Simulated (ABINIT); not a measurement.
# BaTe (Fm-3m): G0W0 in ABINIT against the bands in the screening

Aim: move the bands in the screening of a G0W0 run on BaTe (Fm-3m) over a wide range.

Calculated with ABINIT 10.8.3; PBE and many-body steps on it, plane waves.

The database entry behind the starting cell differs from later determinations by our own check (about 0.2 % short), so it need not match the best structure at ambient conditions.

## 1. The starting structure

The structure is cubic, space group Fm-3m (No. 225). Conventional cell: a = 6.986 Å, b = 6.986 Å, c = 6.986 Å, α = 90.00°, β = 90.00°, γ = 90.00°. Ba has 6 Te at 3.49 Å nearest. Te has 6 Ba at 3.49 Å nearest. Farther neighbours and most contacts between anions are not listed.

The cell and positions come from the Crystallography Open Database and are kept as given unless a step says otherwise. Spin-orbit coupling is left out unless a step names it.

## 2. Screening, 2×2×2 mesh, 21 bands, screening to 106.1 eV

This step: ABINIT 10.8.3; RPA screening on PBE, plane waves, norm-conserving pseudopotentials.

The RPA dielectric matrix is built and inverted for each q.

run.abi

```
acell 3*1.0 Angstrom
rprim 
  -0.000000000000 3.493000000000 3.493000000000
  3.493000000000 -0.000000000000 3.493000000000
  3.493000000000 3.493000000000 -0.000000000000
ntypat 2
znucl 56 52
natom 2
typat 1 2
xred 
  0.000000000000 0.000000000000 0.000000000000
  0.500000000000 0.500000000000 0.500000000000
pp_dirpath "pseudos"
pseudos "Ba.upf, Te.upf"
ecut 34
ngkpt 2 2 2
nshiftk 1
shiftk 0 0 0
kptopt 1
chksymbreak 0
istwfk *1
occopt 1
irdwfk 1
optdriver 3
nband 21
ecuteps 3.9
inclvkb 2
awtr 1
symchi 1
indata_prefix "in"
outdata_prefix "out"
tmpdata_prefix "tmp"
```

The run is started by

```bash
$ OMP_NUM_THREADS=1 mpirun -n 4 abinit run.abi > log
```

The program printed:

```text
.Version 10.8.3 of ABINIT. v10.8.2 released Aug 2026.

 Symmetries : space group Fm -3 m (#225); Bravais cF (face-center cubic)
[... echo of the input left out ...]
== DATASET  1 ==================================================================
-   mpi_nproc: 4, omp_nthreads: 1 (-1 if OMP is not activated)

--- !DatasetInfo
iteration_state: {dtset: 1, }
dimensions: {natom: 2, nkpt: 3, mband: 21, nsppol: 1, nspinor: 1, nspden: 1, mpw: 5577, }
cutoff_energies: {ecut:  34.0, pawecutdg:  -1.0, }
electrons: {nelect:   2.60000000E+01, charge:   0.00000000E+00, occopt:   1.00000000E+00, tsmear:   1.00000000E-02, }

 SCREENING: Calculation of the susceptibility and dielectric matrices

 Based on a program developped by R.W. Godby, V. Olevano, G. Onida, and L. Reining.
 Incorporated in ABINIT by V. Olevano, G.-M. Rignanese, and M. Torrent.
.Using double precision arithmetic ; gwpc =  8

[... cell and pseudopotentials left out ...]
--------------------------------------------------------------------------------

 ==== K-mesh for the wavefunctions ====
 Number of points in the irreducible wedge :     3
[... list of points left out ...]
 Together with 48 symmetry operations and time-reversal symmetry
 yields     8 points in the full Brillouin Zone.

 ==== Q-mesh for the screening function ====
 Number of points in the irreducible wedge :     3
[... list of points left out ...]
 Together with 48 symmetry operations and time-reversal symmetry
 yields     8 points in the full Brillouin Zone.

 setmesh: FFT mesh size selected  =    36x   36x   36
          total number of points  =        46656

 vcoul_init : cutoff-mode = AUXILIARY_FUNCTION
 q-points for optical limit:   1
     1)      0.000010    0.000020    0.000030

- screening: taking advantage of time-reversal symmetry
- Maximum band index for partially occupied states nbvw = 13
- Remaining bands to be divided among processors   nbcw = 8
- Number of bands treated by each node ~2

 Number of electrons calculated from density =   26.0000; Expected =   26.0000
 average of density, n =  0.045201
 r_s =    1.7415
 omega_plasma =   20.5084 [eV]

 calculating chi0 at frequencies [eV] :
  1    0.000000E+00    0.000000E+00
  2    0.000000E+00    2.050837E+01

--------------------------------------------------------------------------------
  q-point number  1        q = ( 0.000000, 0.000000, 0.000000) [r.l.u.]
--------------------------------------------------------------------------------
[... chi0 elements left out ...]
 For q-point:  0.000010 0.000020 0.000030
  dielectric constant =  11.6229
  dielectric constant without local fields =  14.0324

  Average fulfillment of the sum rule on Im[epsilon] for q-point    1 :     13.94  [%]
[... wings left out ...]
  q-point number  2        q = ( 0.500000, 0.000000, 0.000000) [r.l.u.]
--------------------------------------------------------------------------------
[... chi0 elements left out ...]
  Average fulfillment of the sum rule on Im[epsilon] for q-point    2 :     27.48  [%]

 [... 1 further q-points ...]
```

Wall time 4.6 s (4 MPI ranks of Arm Neoverse N1, shared host); peak memory 0.19 GiB.

This step gave:

```
ε∞ with local fields, on this mesh, along the program's q direction : 11.62
the same without local fields                                       : 14.03
plasma frequency                                                    : 20.51 eV
plane waves in the screening matrix                                 : 181
```

Local fields lower ε∞ by 17 %. On a Γ-centred mesh this coarse the value itself is usually too large, while a short band sum pulls it down.

## 3. 21 bands

The self-energy is evaluated for the states that the input lists, and the levels follow from it, in one-shot runs by the linearised quasiparticle equation.

This step: G0W0 on PBE, plane waves, norm-conserving pseudopotentials.

Changes to run.abi since step 2:

```diff
@@ -23,8 +23,17 @@
 irdwfk 1
-optdriver 3
-nband 21
+optdriver 4
+nband 48
+gwcalctyp 0
+ecutsigx 34
+symsigma 1
+nkptgw 2
+kptgw 
+  0.0000000000 0.0000000000 0.0000000000
+  0.5000000000 0.5000000000 0.0000000000
+bdgw 
+  11 17
+  12 15
 ecuteps 3.9
-inclvkb 2
-awtr 1
-symchi 1
+irdscr 1
+ppmodel 1
 indata_prefix "in"
```

The program printed:

```text
.Version 10.8.3 of ABINIT. v10.8.2 released Aug 2026.

 Symmetries : space group Fm -3 m (#225); Bravais cF (face-center cubic)
[... echo of the input left out ...]
== DATASET  1 ==================================================================
-   mpi_nproc: 4, omp_nthreads: 1 (-1 if OMP is not activated)

--- !DatasetInfo
iteration_state: {dtset: 1, }
dimensions: {natom: 2, nkpt: 3, mband: 48, nsppol: 1, nspinor: 1, nspden: 1, mpw: 5577, }
cutoff_energies: {ecut:  34.0, pawecutdg:  -1.0, }
electrons: {nelect:   2.60000000E+01, charge:   0.00000000E+00, occopt:   1.00000000E+00, tsmear:   1.00000000E-02, }

 SIGMA: Calculation of the GW corrections

 Based on a program developped by R.W. Godby, V. Olevano, G. Onida, and L. Reining.
 Incorporated in ABINIT by V. Olevano, G.-M. Rignanese, and M. Torrent.
.Using double precision arithmetic ; gwpc =  8

[... cell and pseudopotentials left out ...]
--------------------------------------------------------------------------------

 ==== K-mesh for the wavefunctions ====
 Number of points in the irreducible wedge :     3
[... list of points left out ...]
 Together with 48 symmetry operations and time-reversal symmetry
 yields     8 points in the full Brillouin Zone.

 ==== Q-mesh for screening function ====
 Number of points in the irreducible wedge :     3
[... list of points left out ...]
 Together with 48 symmetry operations and time-reversal symmetry
 yields     8 points in the full Brillouin Zone.

 vcoul_init : cutoff-mode = AUXILIARY_FUNCTION
 q-points for optical limit:   1
     1)      0.000010    0.000020    0.000030
 setmesh: FFT mesh size selected  =    50x   50x   50
          total number of points  =       125000

 Number of electrons calculated from density =   26.0000; Expected =   26.0000
 average of density, n =  0.045201
 r_s =    1.7415
 omega_plasma =   20.5084 [eV]

 === KS Band Gaps ===
  >>>> For spin  1
   Minimum direct gap =   1.9141 [eV], located at k-point      :   0.5000  0.5000  0.0000
   Fundamental gap    =   1.5408 [eV], Top of valence bands at :   0.0000  0.0000  0.0000
                                       Bottom of conduction at :   0.5000  0.5000  0.0000
 SIGMA fundamental parameters:
 PLASMON POLE MODEL  1
 number of plane-waves for SigmaX                 5577
 number of plane-waves for SigmaC and W            181
 number of plane-waves for wavefunctions          5577
 number of bands                                    48
 number of independent spin polarizations            1
 number of spinorial components                      1
 number of k-points in IBZ                           3
 number of q-points in IBZ                           3
 number of symmetry operations                      48
 number of k-points in BZ                            8
 number of q-points in BZ                            8
 number of frequencies for dSigma/dE                 9
 frequency step for dSigma/dE [eV]                0.25
 number of omega for Sigma on real axis              0
 max omega for Sigma on real axis  [eV]           0.00
 zcut for avoiding poles [eV]                     0.10

 EPSILON^-1 parameters (SCR file):
 dimension of the eps^-1 matrix on file            181
 dimension of the eps^-1 matrix used               181
 number of plane-waves for wavefunctions          5577
 number of bands                                    21
 number of q-points in IBZ                           3
 number of frequencies                               2
 number of real frequencies                          1
 number of imag frequencies                          1

 matrix elements of self-energy operator (all in [eV])

 Perturbative Calculation

--- !SelfEnergy_ee
iteration_state: {dtset: 1, }
kpoint     : [   0.000,    0.000,    0.000, ]
spin       : 1
KS_gap     :    2.952
QP_gap     :    4.297
Delta_QP_KS:    1.345
data: !SigmaeeData |
     Band     E0 <VxcDFT>   SigX SigC(E0)      Z dSigC/dE  Sig(E)    E-E0       E
       11   3.636 -11.650 -14.560   2.318   0.806  -0.241 -12.127  -0.477   3.158
       12   3.636 -11.650 -14.560   2.318   0.806  -0.241 -12.127  -0.477   3.158
       13   3.636 -11.650 -14.560   2.318   0.806  -0.241 -12.127  -0.477   3.158
       14   6.588  -8.112  -4.136  -2.919   0.821  -0.218  -7.244   0.868   7.455
       15   6.594  -8.447  -4.047  -2.925   0.817  -0.224  -7.243   1.204   7.798
       16   6.594  -8.447  -4.047  -2.925   0.817  -0.224  -7.243   1.204   7.798
       17   6.594  -8.447  -4.047  -2.925   0.817  -0.224  -7.243   1.204   7.798

--- !SelfEnergy_ee
iteration_state: {dtset: 1, }
kpoint     : [   0.500,    0.500,    0.000, ]
spin       : 1
KS_gap     :    1.914
QP_gap     :    3.344
Delta_QP_KS:    1.430
data: !SigmaeeData |
     Band     E0 <VxcDFT>   SigX SigC(E0)      Z dSigC/dE  Sig(E)    E-E0       E
       12   3.263 -11.355 -14.238   2.281   0.804  -0.243 -11.839  -0.485   2.778
       13   3.263 -11.355 -14.238   2.281   0.804  -0.243 -11.839  -0.485   2.778
       14   5.177  -7.544  -3.643  -2.749   0.821  -0.218  -6.598   0.945   6.122
       15   8.114 -10.441  -5.557  -2.875   0.815  -0.227  -8.804   1.637   9.751

== END DATASET(S) ==============================================================
================================================================================

 -outvars: echo values of variables after computation  --------
           etotal      0.0000000000E+00
            nband          48
             nkpt           3
          spgroup         225
 [... the other variables as echoed above ...]

 Calculation completed.
```

It took 6.5 s on 4 MPI ranks; peak memory 0.68 GiB; 26 s of CPU time.

This step gave:

* G0W0 gap on the points computed: 2.964 eV
* starting gap on the mesh: 1.541 eV
* k of the valence top: 0, 0, 0
* k of the conduction bottom: 0.5, 0.5, 0
* Z at the valence top: 0.806
* Z at the conduction bottom: 0.821
* least direct G0W0 gap on the computed points: 3.344 eV

The gap on the mesh goes from 1.54 eV to 2.96 eV, a correction of +1.42 eV.

## 4. Screening, 2×2×2 mesh, 48 bands, screening to 106.1 eV

This step: RPA screening on PBE, plane waves, norm-conserving pseudopotentials.

Changes to run.abi since step 3:

```diff
@@ -23,17 +23,8 @@
 irdwfk 1
-optdriver 4
+optdriver 3
 nband 48
-gwcalctyp 0
-ecutsigx 34
-symsigma 1
-nkptgw 2
-kptgw 
-  0.0000000000 0.0000000000 0.0000000000
-  0.5000000000 0.5000000000 0.0000000000
-bdgw 
-  11 17
-  12 15
 ecuteps 3.9
-irdscr 1
-ppmodel 1
+inclvkb 2
+awtr 1
+symchi 1
 indata_prefix "in"
```

The program printed:

```text
.Version 10.8.3 of ABINIT. v10.8.2 released Aug 2026.

 Symmetries : space group Fm -3 m (#225); Bravais cF (face-center cubic)
[... echo of the input left out ...]
== DATASET  1 ==================================================================
-   mpi_nproc: 4, omp_nthreads: 1 (-1 if OMP is not activated)

--- !DatasetInfo
iteration_state: {dtset: 1, }
dimensions: {natom: 2, nkpt: 3, mband: 48, nsppol: 1, nspinor: 1, nspden: 1, mpw: 5577, }
cutoff_energies: {ecut:  34.0, pawecutdg:  -1.0, }
electrons: {nelect:   2.60000000E+01, charge:   0.00000000E+00, occopt:   1.00000000E+00, tsmear:   1.00000000E-02, }

 SCREENING: Calculation of the susceptibility and dielectric matrices

 Based on a program developped by R.W. Godby, V. Olevano, G. Onida, and L. Reining.
 Incorporated in ABINIT by V. Olevano, G.-M. Rignanese, and M. Torrent.
.Using double precision arithmetic ; gwpc =  8

[... cell and pseudopotentials left out ...]
--------------------------------------------------------------------------------

 ==== K-mesh for the wavefunctions ====
 Number of points in the irreducible wedge :     3
[... list of points left out ...]
 Together with 48 symmetry operations and time-reversal symmetry
 yields     8 points in the full Brillouin Zone.

 ==== Q-mesh for the screening function ====
 Number of points in the irreducible wedge :     3
[... list of points left out ...]
 Together with 48 symmetry operations and time-reversal symmetry
 yields     8 points in the full Brillouin Zone.

 setmesh: FFT mesh size selected  =    36x   36x   36
          total number of points  =        46656

 vcoul_init : cutoff-mode = AUXILIARY_FUNCTION
 q-points for optical limit:   1
     1)      0.000010    0.000020    0.000030

- screening: taking advantage of time-reversal symmetry
- Maximum band index for partially occupied states nbvw = 13
- Remaining bands to be divided among processors   nbcw = 35
- Number of bands treated by each node ~8

 Number of electrons calculated from density =   26.0000; Expected =   26.0000
 average of density, n =  0.045201
 r_s =    1.7415
 omega_plasma =   20.5084 [eV]

 calculating chi0 at frequencies [eV] :
  1    0.000000E+00    0.000000E+00
  2    0.000000E+00    2.050837E+01

--------------------------------------------------------------------------------
  q-point number  1        q = ( 0.000000, 0.000000, 0.000000) [r.l.u.]
--------------------------------------------------------------------------------
[... chi0 elements left out ...]
 For q-point:  0.000010 0.000020 0.000030
  dielectric constant =  11.8444
  dielectric constant without local fields =  14.2632

  Average fulfillment of the sum rule on Im[epsilon] for q-point    1 :     46.19  [%]
[... wings left out ...]
  q-point number  2        q = ( 0.500000, 0.000000, 0.000000) [r.l.u.]
--------------------------------------------------------------------------------
[... chi0 elements left out ...]
  Average fulfillment of the sum rule on Im[epsilon] for q-point    2 :     56.76  [%]

 [... 1 further q-points ...]
```

Elapsed: 6.6 s, on 4 MPI ranks; peak memory 0.6 GiB.

Numbers from this step:

| Item | Value |
| --- | --- |
| ε∞ with local fields, on this mesh, along the program's q direction | 11.84 |
| the same without local fields | 14.26 |
| plasma frequency | 20.51 eV |
| plane waves in the screening matrix | 181 |

(Part 1 of 2 ends here.)

[Paths, hosts, dates, memory and timing lines, banners, echoed tables and standing remarks are left out of the program output.]

[Logs are printed without paths, hosts, clocks, repeated set-up lines and the standing remarks that a program may print on its own settings, such as how far it seeks lower states.]

[Runs of the session that timed out or met a known fault of the program may be left out.]

[Hosts, paths, dates, database ids (printed as entryN), source tags and the programs' standing remarks are cut or masked in the printed files.]

[G0W0 gaps are taken among the corrected bands and points alone; a level outside them can change the order at an edge.]

[Where Ansatz stands beside ABINIT at settings called matched, ABINIT's density can come from a denser mesh and the files from another edition; pairs whose starting gaps differed by over 0.03 eV were left out, so agreement reads better than it is.]
